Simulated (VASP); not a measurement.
# C (I4_132) in VASP: a series of runs

The runs below take C through single point, relaxation of cell and atoms, with PBE.

All numbers are computed with VASP 6.6.1; they aren't measurements. Logs are shortened: lines on timing, memory, paths and dates and some standing lists are left out, and cuts for length are marked.

**1. The structure**

It takes space group I4_132 (No. 214, cubic). Conventional cell: a = 4.900 Å, b = 4.900 Å, c = 4.900 Å, α = 90.00°, β = 90.00°, γ = 90.00°. Around C (site symmetry 222) lie 4 C at 1.50 Å.

The cell was built by a generator and needn't be a form met in nature.

**2. Single point, PBE**

INCAR reads:

```
SYSTEM = C
ALGO = Normal
EDIFF = 1E-7
ENCUT = 520
GGA = PE
ISIF = 2
ISMEAR = 0
LASPH = .True.
LCHARG = .False.
LREAL = .False.
LWAVE = .False.
NBANDS = 21
NELM = 80
PREC = Accurate
SIGMA = 0.1
```

KPOINTS reads:

```
k-points
0
Gamma
  6 6 6
  0 0 0
```

POSCAR reads:

```
C
1.0
   -2.4500546151      2.4500546151      2.4500546151
    2.4500546151     -2.4500546151      2.4500546151
    2.4500546151      2.4500546151     -2.4500546151
C
6
Direct
    0.6250000000      0.2500000000      0.8750000000
    0.8750000000      0.6250000000      0.2500000000
    0.7500000000      0.6250000000      0.8750000000
    0.2500000000      0.8750000000      0.6250000000
    0.8750000000      0.7500000000      0.6250000000
    0.6250000000      0.8750000000      0.7500000000
```

Potentials or basis: VASP PAW PBE potentials, release 64 (C).

Started as:

```sh
$ cat potpaw_PBE.64/C/POTCAR > POTCAR
$ mpirun -np 1 vasp_std > vasp.out
```

OUTCAR:

```text
SYSTEM = C
   EDIFF = 1E-7
   ENCUT = 520
   GGA = PE
   ISIF = 2
   ISMEAR = 0
   LASPH = .True.
   LREAL = .False.
   NELM = 80
   PREC = Accurate

 ion  position               nearest neighbor table
   1  0.625  0.250  0.875-   3 1.50   4 1.50   2 1.50   6 1.50
   2  0.875  0.625  0.250-   1 1.50   3 1.50   4 1.50   5 1.50
   3  0.750  0.625  0.875-   1 1.50   5 1.50   2 1.50   6 1.50
   4  0.250  0.875  0.625-   1 1.50   5 1.50   2 1.50   6 1.50
   5  0.875  0.750  0.625-   3 1.50   4 1.50   2 1.50   6 1.50
   6  0.625  0.875  0.750-   1 1.50   3 1.50   4 1.50   5 1.50

  LATTYP: Found a body centered cubic cell.
 ALAT       =     4.9001092302

  Lattice vectors:

 A1 = (  -2.4500546151,   2.4500546151,   2.4500546151)
 A2 = (   2.4500546151,  -2.4500546151,   2.4500546151)
 A3 = (   2.4500546151,   2.4500546151,  -2.4500546151)

Analysis of symmetry for initial positions (statically):
=====================================================================
 Subroutine PRICEL returns:
 Original cell was already a primitive cell.

 Routine SETGRP: Setting up the symmetry group for a
 body centered cubic supercell.

 Subroutine GETGRP returns: Found 24 space group operations
 (whereof  3 operations were pure point group operations)
 out of a pool of 48 trial point group operations.

The static configuration has the point symmetry C_3 .
 The point group associated with its full space group is O   .

Analysis of symmetry for dynamics (positions and initial velocities):
=====================================================================
 Subroutine PRICEL returns:
 Original cell was already a primitive cell.

 Routine SETGRP: Setting up the symmetry group for a
 body centered cubic supercell.

 Subroutine GETGRP returns: Found 24 space group operations
 (whereof  3 operations were pure point group operations)
 out of a pool of 48 trial point group operations.

The dynamic configuration has the point symmetry C_3 .
 The point group associated with its full space group is O   .

 Subroutine INISYM returns: Found 24 space group operations
 (whereof  3 operations are pure point group operations),
 and found     1 'primitive' translations

----------------------------------------------------------------------------------------

                                     Primitive cell

  volume of cell :      58.8284

[... 89 lines left out ...]
   EDIFFG = 0.1E-05   stopping-criterion for IOM
   NSW    =      0    number of steps for IOM
   IBRION =     -1    ionic relax: 0-MD 1-quasi-New 2-CG
   NFREE  =      0    steps in history (QN), initial steepest desc. (CG)
   ISIF   =      2    stress and relaxation
   ISYM   =      2    0-nonsym 1-usesym 2-fastsym
   POTIM  = 0.5000    time-step for ionic-motion
   TEBEG  =    0.0;   TEEND  =   0.0 temperature during run
   PSTRESS=    0.0 pullay stress
   NELECT =      24.0000    total number of electrons
   NUPDOWN=      -1.0000    fix difference up-down
   EMIN   =  10.00;   EMAX   =-10.00  energy-range for DOS
   EFERMI =   0.00;   METHOD = LEGACY
   ISMEAR =     0;   SIGMA  =   0.10  broadening in eV -4-tet -1-fermi 0-gaus
   EFERMI_NEDOS =   21; number of points for ismear=-14 and -15
   IALGO  =     38    algorithm
   IMIX   =      4    mixing-type and parameters
     AMIX     =   0.40;   BMIX     =  1.00
     AMIX_MAG =   1.60;   BMIX_MAG =  1.00
  volume/ion in A,a.u.               =       9.80        66.17
  Fermi-wavevector in a.u.,A,eV,Ry     =   1.214179  2.294466 20.058135  1.474231
  Thomas-Fermi vector in A             =   2.349607
   LORBIT       =      0    0 simple, 1 ext, 2 COOP (PROOUT), +10 PAW based schemes
   GGA     = PE    functional components
   LHFCALC =     F    Hartree Fock is set to
   AEXX    =    0.0000 exact exchange contribution
   IVDW    =     0    specifies the selected vdW correction
   LEPSILON=     F    determine dielectric tensor
   LRPA    =     F    only Hartree local field effects (RPA)
 non-spin polarized calculation
 Gauss-broadening in eV      SIGMA  =   0.10
  energy-cutoff  :      520.00
  volume of cell :       58.83
 maximum number of plane-waves:      1638
   NGX = 15   NGY = 15   NGZ = 15

 number of electron      23.9999997 magnetization

 Free energy of the ion-electron system (eV)
  ---------------------------------------------------
  ext. energy  EPLUGINS =         0.00000000
  ---------------------------------------------------
  free energy    TOTEN  =       -46.36262094 eV

  energy without entropy =      -46.35621483  energy(sigma->0) =      -46.35941788

 E-fermi :   4.0765     XC(G=0):  -9.4934

 val. band max:        4.0229683520   @ k =   0.5000   0.5000   0.3333
 cond. band min:       4.1543139291   @ k =  -0.3333   0.5000   0.1667
 fundamental gap:      0.1313455771
 Fermi energy:         4.0765011591

 k-point     1 :       0.0000    0.0000    0.0000
  band No.  band energies     occupation
      1     -16.4281      2.00000
      2     -11.6033      2.00000
      3     -11.6033      2.00000
      4     -11.6033      2.00000
      5      -4.0381      2.00000
      6      -4.0381      2.00000
[... 373 lines left out ...]
     20      16.0550      0.00000
     21      16.0550      0.00000

------------------------ aborting loop because EDIFF is reached ----------------------------------------

  FORCE on cell =-STRESS in cart. coord.  units (eV):
  Direction    XX          YY          ZZ          XY          YZ          ZX
  --------------------------------------------------------------------------------------
  -------------------------------------------------------------------------------------
  Total        0.1088605      0.1088605      0.1088605      0.0000000      0.0000000     -0.0000000
  in kB        2.9647883      2.9647883      2.9647883      0.0000000      0.0000000     -0.0000000
  external PRESSURE =       2.9647883 kB  Pullay stress =       0.0000000 kB

 VOLUME and BASIS-vectors are now :
 -----------------------------------------------------------------------------
  energy-cutoff  :      520.00
  volume of cell :       58.83
      direct lattice vectors                 reciprocal lattice vectors
    -2.450054615  2.450054615  2.450054615     0.000000000  0.204077083  0.204077083
     2.450054615 -2.450054615  2.450054615     0.204077083  0.000000000  0.204077083
     2.450054615  2.450054615 -2.450054615     0.204077083  0.204077083  0.000000000

 POSITION                                       TOTAL-FORCE (eV/Angst)
 -----------------------------------------------------------------------------------
      1.22503      3.06257      0.00000         0.000000      0.000000     -0.000000
      0.00000      1.22503      3.06257        -0.000000      0.000000      0.000000
      1.83754      2.45005      1.22503        -0.000000      0.000000     -0.000000
      3.06257      0.00000      1.22503        -0.000000     -0.000000      0.000000
      1.22503      1.83754      2.45005        -0.000000      0.000000      0.000000
      2.45005      1.22503      1.83754         0.000000     -0.000000      0.000000
 -----------------------------------------------------------------------------------
    total drift:                                0.000000     -0.000000      0.000000

  FREE ENERGIE OF THE ION-ELECTRON SYSTEM (eV)
  ---------------------------------------------------
  free  energy   TOTEN  =       -46.3626209381 eV

  energy  without entropy=      -46.3562148286  energy(sigma->0) =      -46.35941788
```

Run time: 16 s. Hardware: 1 thread of Intel Xeon 6975P-C (Granite Rapids), shared host; peak memory 0.16 GiB.

What came out:

```
Free energy            : -46.3626 eV
Pressure               : 0.3 GPa
Band gap on the k mesh : none (metal or under the smearing width)
```

[end of part 1 of 2]
